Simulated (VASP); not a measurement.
# Os: electric field gradients, by potentials

Os, P6_3/mmc (no. 194), 2 atoms in the cell.

| Potentials | Vzz of the first element (V/Å²) | Time (s) |
|---|---|---|
| Os | -80.41 | 9.3 |
| Os_sv_GW | -68.89 | 15 |
| Os_pv | -61.06 | 13 |

## Input of the first row

INCAR:
```
SYSTEM = Os
ALGO = Normal
EDIFF = 1E-7
ENCUT = 400
GGA = PE
ISMEAR = 1
KPAR = 2
LASPH = .True.
LCHARG = .False.
LEFG = .True.
LREAL = .False.
LWAVE = .False.
NELM = 120
PREC = Accurate
QUAD_EFG = 856
SIGMA = 0.1
```

KPOINTS:
```
k-points
0
Gamma
  18 18 10
```

POSCAR:
```
Os
1.0
    2.7341000000      0.0000000000      0.0000000000
   -1.3670500000      2.3678000565      0.0000000000
    0.0000000000      0.0000000000      4.3197000000
Os
2
Direct
    0.6666666667      0.3333333333      0.7500000000
    0.3333333333      0.6666666667      0.2500000000
```

Commands:
```
cat potpaw_PBE.64/Os/POTCAR > POTCAR
mpirun -np 2 vasp_std > vasp.out
```

Changes of the last row against the first:
```
- cat potpaw_PBE.64/Os/POTCAR > POTCAR
+ cat potpaw_PBE.64/Os_pv/POTCAR > POTCAR
```

VASP 6.6.1 took 9.3 s on 2 cores (Intel Xeon 6975P-C (Granite Rapids)), a shared host.
